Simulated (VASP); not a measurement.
Write the native input for VASP 6.6.1 that does the following.

- Task: relaxation of cell and atoms
- Functional: LDA
- Potentials or basis: VASP PAW LDA potentials, release 64 (W_sv)
- Cutoff: 600 eV
- k mesh: 20 × 20 × 20
- Occupations: methfessel-paxton, width 0.1 eV
- Spin: no spin polarisation
- Further INCAR settings: ALGO = Normal; EDIFF = 1e-07; IBRION = 2; EDIFFG = -0.005; NSW = 90; ISIF = 3

The structure of W lies in POSCAR:

```
W                                       
1.0
   -1.5708678639      1.5708678639      1.5708678639
    1.5708678639     -1.5708678639      1.5708678639
    1.5708678639      1.5708678639     -1.5708678639
  W             
     1
Direct
     0.0000000000000000    1.0000000000000000    1.0000000000000000
```

These files were run (other wordings do the same):

INCAR

```
ALGO = Normal
EDIFF = 1E-7
EDIFFG = -0.005
ENCUT = 600
IBRION = 2
ISIF = 3
ISMEAR = 1
LASPH = T
LCHARG = F
LREAL = F
LWAVE = F
NELM = 80
NSW = 90
PREC = Accurate
SIGMA = 0.1
```

KPOINTS

```
k-points
0
Gamma
  20 20 20
```

Potentials or basis: VASP PAW LDA potentials, release 64 (W_sv).

The run is started by

```console
$ cat potpaw_LDA.64/W_sv/POTCAR > POTCAR
$ mpirun -np 1 vasp_std > vasp.out
```

It gave:

* Pressure after relaxing: 0.0 GPa
* Band gap on the k mesh: none (metal or under the smearing width)

Caveat: the relaxation stopped at its first step, so nothing moved.

Wall time 24 s on 1 thread of AMD EPYC 9R45 (Zen 5), on a shared host, peak memory 0.14 GiB.
